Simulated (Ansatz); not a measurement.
**NaH4: balancing the decomposition**

Level of theory: Ansatz, DFT PBE, scalar-relativistic, plane waves, PAW. Settings: cutoff 420 eV, Γ-centred meshes spaced at most about 0.3 Å⁻¹, and about 0.25 Å⁻¹ or finer for metals (2π included), Gaussian smearing. No spin polarisation.

Energies over the elements count from the elements' standard structures at the same level (H₂ as a molecule), with no fitted energy shifts.

All energies are static (0 K, no zero-point motion). Weakly bound directions are ill-defined at this level, which has no dispersion term (NaH4 I4/mmm). With hydrogen, zero-point motion can shift formation energies by some tens of meV/atom.

A trial structure of NaH4 (reached from: CaGa4 type (C2/m), changed on relaxing; relaxed: space group I4/mmm (No. 139), a = 5.273 Å, c = 4.618 Å) has a formation energy of 0.147 eV/atom. It holds H–H pairs as short as in free H₂ molecules (shortest 0.79 Å). At its composition the lowest mixture among the elements and 1 reference phase computed alike (others may be missing) consists of these:

| phase | source | ΔE_f (eV/atom) |
| --- | --- | --- |
| H2 (gas) | element | 0.000 |
| NaH (Fm-3m) | COD | -0.196 |

**Question.** Write the balanced decomposition and find its energy per atom, per formula unit and per mole of formula units.

**Answer.** Balancing Na and H gives 2 NaH4 → 3 H2 + 2 NaH. The left side holds 10 atoms, and the products take 6/10 (H2) and 4/10 (NaH) of them. The mixture therefore lies at 6/10 × (0.000) + 4/10 × (-0.196) = -0.078 eV/atom. The reaction energy is -0.078 − (0.147) = -0.225 eV/atom. Times 5 atoms that is -1.125 eV per NaH4, and times 96.485 it is -109 kJ per mole of NaH4. Decomposition is downhill, so the trial structure is unstable against this mixture. Entropy of the gas would favour the products further at finite temperature.
